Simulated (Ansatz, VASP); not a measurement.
# Pd in VASP and in Ansatz

File INCAR:

```
ALGO = Normal
EDIFF = 1E-6
EDIFFG = -0.005
ENCUT = 600
GGA = PE
IBRION = 2
ISIF = 3
ISMEAR = -1
LASPH = T
LCHARG = F
LREAL = F
LWAVE = F
NELM = 100
NSW = 100
PREC = Accurate
SIGMA = 0.03
```

KPOINTS

```
k-points
0
Gamma
  11 11 11
```

File POSCAR:

```
Pd
1.0
    0.0000000000      2.9588076502      2.9588076502
    2.9588076502      0.0000000000      2.9588076502
    2.9588076502      2.9588076502      0.0000000000
Pd
2
Direct
    0.0000000000      0.0000000000      0.0000000000
    0.2500000000      0.2500000000      0.2500000000
```

Input for Ansatz:

```yaml
crystal:
  lattice:
    - [0.0, 2.9588076502, 2.9588076502]
    - [2.9588076502, 0.0, 2.9588076502]
    - [2.9588076502, 2.9588076502, 0.0]
  atoms:
    - { symbol: Pd, position: [0.0, 0.0, 0.0] }
    - { symbol: Pd, position: [0.25, 0.25, 0.25] }
kpoints:
  mp_grid: { grid: [11, 11, 11] }
scf:
  occupations: { method: fermi_dirac, width: 0.03 }
hamiltonian:
  xc: pbe
  pseudopotentials: { kind: paw, azcp: { folder: soft_1 } }
output:
  forces: true
  stress: true
relax:
  f_tol: 0.005
  max_steps: 80
  cell: {}
```

Alike in both runs: task relaxation of cell and atoms; functional PBE; k mesh 11 × 11 × 11; occupations fermi-dirac, width 0.03 eV; no spin polarisation.

|  | VASP | Ansatz |
| --- | --- | --- |
| version | VASP 6.6.1 | Ansatz 0.2.0 |
| potentials or method | VASP PAW PBE potentials, release 64 (Pd) | PAW with Ansatz's earlier generated frozen-core files (soft_1), scalar-relativistic |
| plane-wave cutoff (eV) | 600 | 420 |
| valence electrons in the cell | 20 | 36 |

|  | VASP | Ansatz | Ansatz less VASP |
| --- | --- | --- | --- |
| relaxed volume (Å³/atom) | 24.37 | 24.48 | +0.110 |
| relaxed cell length with the largest relative difference (Å) | 4.100 | 4.106 | +0.0061 |
| energy change over the relaxation (meV/atom) | -18 | -15 | +2.3 |

The two sets of potentials don't hold the same shells in valence.
